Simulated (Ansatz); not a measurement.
Starting structure, H put at a bridge Mo-Mo site (Mo, Im-3m (No. 229), (1 0 0) face):

```xyz
6
Lattice="3.1293 0.0000 0.0000 0.0000 3.1293 0.0000 0.0000 0.0000 25.2586" Properties=species:S:1:pos:R:3 pbc="T T T"
Mo    1.5647    1.5647    8.5000
Mo    0.0000    0.0000   10.0647
Mo    1.5647    1.5647   11.5897
Mo    0.0000    0.0000   13.2149
Mo    1.5647    1.5647   14.5935
H     0.0000    1.5647   15.5935
```

Computed with Ansatz, DFT PBEsol, scalar-relativistic, plane waves, PAW. Settings: cutoff 420 eV, Γ-centred mesh 9×9×1 on the computed 6-atom cell, Gaussian smearing of 0.10 eV; no spin polarisation. A dipole correction removes the field between periodic images along c.

Atoms 1, 2 (counted from 1) are held. The cell is fixed. Force threshold 0.03 eV/Å.

| step | E − E_final (eV) | largest force (eV/Å) |
| --- | --- | --- |
| 1 | 0.061 | 1.168 |
| 2 | 0.035 | 0.662 |
| 3 | 0.000 | 0.008 |
| 4 | 0.000 | 0.010 |

Question: What is the final structure?

Answer:
```
Mo H
1.0
     3.12931    0.00000    0.00000
     0.00000    3.12931    0.00000
     0.00000    0.00000   25.25861
Mo H
5 1
Direct
  0.50000 0.50000 0.33652
  0.00000 0.00000 0.39846
  0.50000 0.50000 0.45959
  0.00000 0.00000 0.52166
  0.50000 0.50000 0.58052
  0.00000 0.50000 0.62189
```

The end is the local minimum or symmetric point that this start leads to. The slab is only 6.3 Å thick, so the energy isn't converged with thickness.

Cost: 1 run of about 2 core-minutes, on Arm Neoverse V2 (shared hosts).